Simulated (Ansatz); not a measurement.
`B[Te]C` + trifluoromethane → `C[Te]C(F)(F)F` + BH₃ at 500 K and 1 bar (formal exchange of groups at a Te–B bond).

Calculated with Ansatz (gas phase, PBE0-D4/def2-TZVP geometries, no zero-point term in ΔE). CBS: MP2 limit from def2 TZ/QZ plus the TZ coupled-cluster correction, frozen cores. This one scheme is used for every species. def2 core potentials past Kr. For Te outer-core shells are correlated without core-valence functions, which leaves a few kJ/mol of doubt a bond.

```tsv
species	CCSD(T)/CBS energy (Eh)	H − E (kJ/mol)	S (J/(mol·K))
`B[Te]C`	-333.57904	185.2	360.3
`FC(F)F`	-338.02896	90.5	290.1
`C[Te]C(F)(F)F`	-645.00072	179.7	437.0
BH₃	-26.55200	86.8	208.8
```

H − E and S are ideal-gas, rigid-rotor, harmonic terms from PBE0-D4/def2-TZVP. 1 Eh = 2625.50 kJ/mol, R = 8.31446 J/(mol·K).

Q: By hand: ΔE, ΔH, ΔS and ΔG.

A: ΔE = (-645.00072) + (-26.55200) − (-333.57904) − (-338.02896) = 0.05528 Eh = 145.1 kJ/mol. Δ(H − E) = 179.7 + 86.8 − 185.2 − 90.5 = -9.2, so ΔH = 135.9 kJ/mol. ΔS = 437.0 + 208.8 − 360.3 − 290.1 = -4.6 J/(mol·K). ΔG = 135.9 − 500 × (-4.6)/1000 = 138.2 kJ/mol.

Q: By hand: the equilibrium constant, and the temperature at which ΔG would vanish if ΔH and ΔS stayed fixed.

A: log₁₀ K = −ΔG/(RT ln 10) = -14.4. ΔH and −TΔS have one sign here, so there is no such temperature.

The number of gas molecules stays the same, so ΔS is small and ΔH decides. A doubt of 5 kJ/mol in ΔE shifts log₁₀ K by 0.5 here. Modes under 60 cm⁻¹, often nearly free rotors, make the harmonic entropy too high. These are equilibria of isolated gas molecules and say nothing of rates. Largest T1 diagnostic: 0.015 (customary marks: 0.02 for closed shells, 0.045 for open ones).

ΔS is within the doubt of such terms, so its sign, and with it that verdict, could turn.
